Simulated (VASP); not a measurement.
**Rb under changes of volume**

One of the cells (98.377 Å³/atom); the others are scaled copies at fixed shape and fractional positions:

```xyz
1
Lattice="0.0000 3.6640 3.6640 3.6640 0.0000 3.6640 3.6640 3.6640 0.0000" Properties=species:S:1:pos:R:3 pbc="T T T"
Rb    0.0000    0.0000    0.0000
```

This isn't the form of Rb at room conditions, which is bcc.

| Item | Value |
| --- | --- |
| Program | VASP 6.6.1 |
| Functional | PBE |
| Potentials or basis | VASP PAW PBE potentials, release 64 (Rb_sv) |
| Cutoff | 520 eV |
| k mesh | 6 × 6 × 6 |
| Occupations | fermi-dirac, width 0.05 eV |
| Spin | no spin polarisation |

```csv
volume (Å³/atom),energy over the lowest point (meV/atom),pressure (GPa)
90.661,0.12,0.0
92.590,0.00,0.0
94.519,0.56,-0.1
98.377,3.47,-0.2
100.306,?,?
102.235,8.40,-0.2
```

**Question.** What does the run at 100.306 Å³/atom give?

**Answer.** Energy over the lowest point 5.71 meV/atom; pressure -0.2 GPa.

Worked out: A Birch-Murnaghan fit of order 3 (a polynomial in V^(-2/3)) to the other rows has its minimum at 91.94 Å³/atom with B0 = V·E''(V) = 2.8 GPa and B' = 3.8. It gives 5.71 meV/atom at 100.306 Å³/atom, against the run's 5.71, and -dE/dV = -0.2 GPa, against -0.2.

Energies are extrapolated to zero smearing.
